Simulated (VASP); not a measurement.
## Ta2N: relaxation of the atoms with PBEsol

Crystal: Ta2N.

```xyz
3
Lattice="3.0275 0.0000 0.0000 -1.5138 2.6219 0.0000 0.0000 0.0000 4.7364" Properties=species:S:1:pos:R:3 pbc="T T T"
Ta    0.0000    1.7479    1.2064
Ta    1.5138    0.8740    3.5300
N     0.0000    0.0000    0.0000
```

The cell comes from a database or a generator and needn't be the stable form of this composition.

The cell isn't the ideal one: volume scaled by 0.92.

```
Program                : VASP 6.6.1
Task                   : relaxation of the atoms
Functional             : PBEsol
Potentials or basis    : VASP PAW PBE potentials, release 54 (Ta, N)
Cutoff                 : 500 eV
k mesh                 : 10 × 10 × 6
Occupations            : tetrahedron
Spin                   : no spin polarisation
Optimiser              : vasp
Further INCAR settings : ALGO = Normal; EDIFF = 1.00e-06; IBRION = 2; EDIFFG = -2.00e-02; NSW = 60
```

The energy gained by relaxing is 1.3 meV/atom, the ionic steps are 4 and the pressure after relaxing is 16.7 GPa. The largest force after relaxing is 0.003 eV/Å. The band gap on the k mesh is none (metal or under the smearing width).

Forces in eV/Å, atoms in the order of the input:
```
Ta   0.000  0.000  0.003
Ta   0.000  0.000 -0.003
N    0.000  0.000  0.000
```

Stress tensor (GPa, compression positive):
```
16.01  0.00  0.00
 0.00 16.01  0.00
 0.00  0.00 18.05
```

The path:
```csv
step,energy change (eV),largest force (eV/Å),pressure (GPa)
1,0.0000,0.4220,17.58
2,-0.0018,0.2448,16.29
3,-0.0040,0.0927,16.84
4,-0.0040,0.0030,16.69
```

Final structure:
```xyz
3
Lattice="3.0275 0.0000 0.0000 -1.5138 2.6219 0.0000 0.0000 0.0000 4.7364" Properties=species:S:1:pos:R:3 pbc="T T T"
Ta    0.0000    1.7479    1.2199
Ta    1.5138    0.8740    3.5165
N     3.0275    0.0000    0.0000
```

Levels at points of the mesh, in eV from the Fermi level:
```tsv
k point	band 5	band 6	band 7	band 8	band 9	band 10
(0.00, 0.00, 0.00)	-4.91	-0.77	-0.29	-0.29	0.23	0.29
(0.50, 0.00, 0.00)	-5.05	-2.72	-1.26	1.91	2.11	4.23
(0.00, 0.00, 0.50)	-3.20	-2.58	-1.27	-1.27	1.98	2.43
(0.50, 0.00, 0.50)	-3.56	-2.18	-2.11	-0.42	0.70	3.75
```

Run time: 36 s on 1 thread of Intel(R) Xeon(R) 6975P-C (Granite Rapids), with other jobs on the host, peak memory 0.18 GiB.

Caveat: the PAW data sets were made with another functional, which shifts forces and pressure a little; tetrahedron occupations give inexact forces and stress in metals. Spin-orbit coupling is left out, which matters for the levels of Ta.
